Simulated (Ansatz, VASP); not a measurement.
Two plane-wave programs on PbF2 (Fluorocronite)

Contents of INCAR:

```
SYSTEM = PbF2
ALGO = Normal ; EDIFF = 1E-7
ENCUT = 520 ; GGA = PE
ISIF = 2 ; ISMEAR = -1
LASPH = .True. ; LCHARG = .False.
LREAL = .False. ; LWAVE = .False.
NBANDS = 21 ; NELM = 100
PREC = Accurate ; SIGMA = 0.05
```

The input KPOINTS:

```
k-points
0
Gamma
  8 8 8
  0 0 0
```

The input POSCAR:

```
PbF2
1.0
    0.0000000000      3.0026599987      3.0026599987
    3.0026599987      0.0000000000      3.0026599987
    3.0026599987      3.0026599987      0.0000000000
Pb F
1 2
Direct
    0.0000000000      0.0000000000      0.0000000000
    0.7500000000      0.7500000000      0.7500000000
    0.2500000000      0.2500000000      0.2500000000
```

The input input.yaml:

```yaml
crystal:
  lattice:
    - [0.0, 3.0026599987, 3.0026599987]
    - [3.0026599987, 0.0, 3.0026599987]
    - [3.0026599987, 3.0026599987, 0.0]
  atoms:
    - { symbol: Pb, position: [0.0, 0.0, 0.0] }
    - { symbol: F, position: [0.75, 0.75, 0.75] }
    - { symbol: F, position: [0.25, 0.25, 0.25] }
hamiltonian:
  xc: pbe
  pseudopotentials: { kind: paw }
kpoints:
  mp_grid: { grid: [8, 8, 8] }
scf:
  occupations: { method: fermi_dirac, width: 0.05 }
output:
  forces: true
  stress: true
  eigenvalues: true
  write_density: true
  write_potential: true
  elf: true
  volumetric_format: npy
```

Change from the starting cell: volume scaled by 1.04.

Alike in both runs: task single point; functional PBE; k mesh 8 × 8 × 8; occupations fermi-dirac, width 0.05 eV; no spin polarisation.

|  | VASP | Ansatz |
| --- | --- | --- |
| version | VASP 6.6.1 | Ansatz 0.2.0 |
| potentials or method | VASP PAW PBE potentials, release 64 (Pb_d, F) | Ansatz PAW |
| plane-wave cutoff (eV) | 520 | 420 |
| valence electrons in the cell | 28 | 28 |

```tsv
	VASP	Ansatz	Ansatz less VASP
gap on the k mesh at the Fermi level (eV)	4.42	4.42	+0.003
least direct gap on the mesh (eV)	4.56	4.56	+0.002
pressure (GPa)	-0.4	-0.1	+0.20
```

Caveats: spin-orbit coupling is left out, which as a rule narrows the gap of such compounds by several tenths of an eV; the pressure holds a Pulay correction of +0.4 GPa for the finite cutoff (Ansatz). A k mesh can miss the band edges.
